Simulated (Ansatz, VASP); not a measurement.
# NbSi in VASP and in Ansatz

The input INCAR:

```
PREC     = Accurate       # precision mode
ENCUT    = 520            # plane-wave cutoff, eV
EDIFF    = 1E-7           # SCF threshold, eV
ISMEAR   = -1             # smearing method
SIGMA    = 0.05           # smearing width, eV
LREAL    = False          # projectors in reciprocal space
LASPH    = True           # aspherical terms in the spheres
NELM     = 100            # most SCF steps
ALGO     = Normal         # electronic algorithm
ISIF     = 2              # what is computed and relaxed
LWAVE    = False          # write WAVECAR
LCHARG   = True           # write CHGCAR
GGA      = PE             # functional
LELF     = True           # ELF
LVHAR    = True         
NBANDS   = 16             # bands
```

Contents of KPOINTS:

```
Automatic mesh
0
Gamma
  8 8 8
```

Contents of POSCAR:

```
NbSi
1.0
    3.1137801760      0.0000000000      0.0000000000
    0.0000000000      3.1137801760      0.0000000000
    0.0000000000      0.0000000000      3.1137801760
Nb Si
1 1
Direct
    0.0000000000      0.0000000000      0.0000000000
    0.5000000000      0.5000000000      0.5000000000
```

File input.yaml:

```yaml
crystal:
  lattice:
    - [3.113780176, 0.0, 0.0]
    - [0.0, 3.113780176, 0.0]
    - [0.0, 0.0, 3.113780176]
  atoms:
    - { symbol: Nb, position: [0.0, 0.0, 0.0] }
    - { symbol: Si, position: [0.5, 0.5, 0.5] }
hamiltonian:
  xc: pbe
  pseudopotentials: { kind: paw }
kpoints:
  mp_grid: { grid: [8, 8, 8] }
scf:
  occupations: { method: fermi_dirac, width: 0.05 }
output:
  forces: true
  stress: true
  eigenvalues: true
  write_density: true
  write_potential: true
  elf: true
  volumetric_format: npy
```

The cell was built by a generator and needn't be a form met in nature.

Alike in both runs: task single point; functional PBE; k mesh 8 × 8 × 8; occupations fermi-dirac, width 0.05 eV; no spin polarisation.

```csv
,VASP,Ansatz
version,VASP 6.6.1,Ansatz 0.2.0
potentials or method,"VASP PAW PBE potentials, release 64 (Nb_sv, Si)",Ansatz PAW
plane-wave cutoff (eV),520,420
valence electrons in the cell,17,17
```

Ansatz gave:

```
gap on the k mesh at the Fermi level (eV) : none
pressure (GPa)                            : 7.5
```

Problem. What did VASP give for the same quantities?

Solution. gap on the k mesh at the Fermi level (eV): none; pressure (GPa): 7.2.

A gap of «none» marks a metal or a gap that the smearing closes. With one functional, cell and mesh, what is left measures potentials, basis and numerics.
